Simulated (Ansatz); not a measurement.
Input of an Ansatz 0.2.0 run:

The input input:

```
crystal:
  lattice:
    - [5.24058, 0.0, 0.0]
    - [0.0, 5.24058, 0.0]
    - [0.0, 0.0, 2.65536]
  atoms:
    - { symbol: Ge, position: [0.0, 0.0, 0.0] }
    - { symbol: Ge, position: [0.0, 0.5, 0.0] }
    - { symbol: Ge, position: [0.5, 0.0, 0.0] }
hamiltonian:
  xc: { exchange: pbe, correlation: pbe, exx: { coeff: 0.3, omega: 0.2 } }
  pseudopotentials: { kind: paw }
kpoints:
  mp_grid: { grid: [3, 3, 5] }
scf:
  occupations: { method: fermi_dirac, width: 0.05 }
output:
  forces: true
  stress: true
  eigenvalues: true
```

Task: Predict the band gap on the k mesh.

Result: None (metal or under the smearing width).

Task: What does it give for the pressure?

Result: -1.9 GPa.

Stress tensor (GPa, compression positive):
```
  2.64   0.00   0.00
  0.00   2.64   0.00
  0.00   0.00 -11.08
```

Caveat: the k mesh is coarse (spacing up to 0.47 Å⁻¹), so the values aren't converged, least of all with exact exchange; the PAW data sets come from PBE, with cores solved anew for the run's functional, which leaves a small shift of forces and pressure; the thresholds are loose for stress.
